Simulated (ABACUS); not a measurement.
The system is Mg.

```xyz
1
Lattice="-1.7728 1.7728 1.7728 1.7728 -1.7728 1.7728 1.7728 1.7728 -1.7728" Properties=species:S:1:pos:R:3 pbc="T T T"
Mg    0.0000    0.0000    0.0000
```

This isn't the form of Mg at room conditions, which is hcp.

```yaml
Program: ABACUS 3.10.1
Task: single point
Functional: PBE
Potentials_or_basis: PseudoDojo NC SR 0.4.1 PBE standard
Cutoff: 1361 eV
Density_cutoff: 5442 eV
Basis: DZP LCAO (the cutoffs set its grid)
k_mesh: 11 × 11 × 11
Occupations: fermi-dirac, width 0.05 eV
Spin: no spin polarisation
```

On this cell: pressure 1.1 GPa; band gap on the k mesh none (metal or under the smearing width).

The same run follows on a disturbed copy (cell strained at random at fixed volume):

```xyz
1
Lattice="-1.7681 1.7577 1.7472 1.7625 -1.7896 1.7735 1.7874 1.8089 -1.7791" Properties=species:S:1:pos:R:3 pbc="T T T"
Mg   -0.0316   -0.0440   -0.0062
```

**Question.** What changes?

**Answer.** The energy (extrapolated to zero smearing) moves by +0.8 meV/atom; pressure 1.1 GPa; band gap on the k mesh none (metal or under the smearing width).

Stress tensor (GPa, compression positive):
```
 1.09 -0.30  0.09
-0.30  1.09  0.52
 0.09  0.52  1.05
```

Caveats: the atomic orbitals were generated for these runs and aren't a published set; the basis of atomic orbitals isn't converged, which shifts pressures, moduli and gaps.
